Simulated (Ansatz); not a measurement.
**B in Ansatz: the effect of functional**

Crystal: B.

```
B
1.0
     1.88524    0.00000    0.00000
     0.00000    1.88524    0.00000
     0.00000    0.00000    1.88524
B
1
Direct
  0.50000 0.50000 0.50000
```

The cell was built by a generator and needn't be a form met in nature.

Alike in all runs:

* Program: Ansatz 0.2.0
* Task: band structure
* Potentials or basis: Ansatz PAW
* k mesh: 14 × 14 × 14
* Occupations: fermi-dirac, width 0.05 eV
* Spin: no spin polarisation

| functional | cutoff | pressure (GPa) |
| --- | --- | --- |
| LDA | 420 eV (not typed: the program's choice for these potentials) | -7.4 |
| PBEsol | 420 eV (not typed: the program's choice for these potentials) | -2.6 |
| RPBE | 420 eV (not typed: the program's choice for these potentials) | 4.0 |
| revPBE | 420 eV (not typed: the program's choice for these potentials) | 3.3 |
| BLYP | 420 eV (not typed: the program's choice for these potentials) | ? |
| r2SCAN | 500 eV (not typed: the program's choice for these potentials) | 0.5 |

Task: What does the run with functional BLYP give?

Result: Pressure 8.0 GPa.

Caveats: the PAW data sets come from PBE, with cores solved anew for the run's functional, which leaves a small shift of forces and pressure.

Runs at the PBE level aren't shown here.
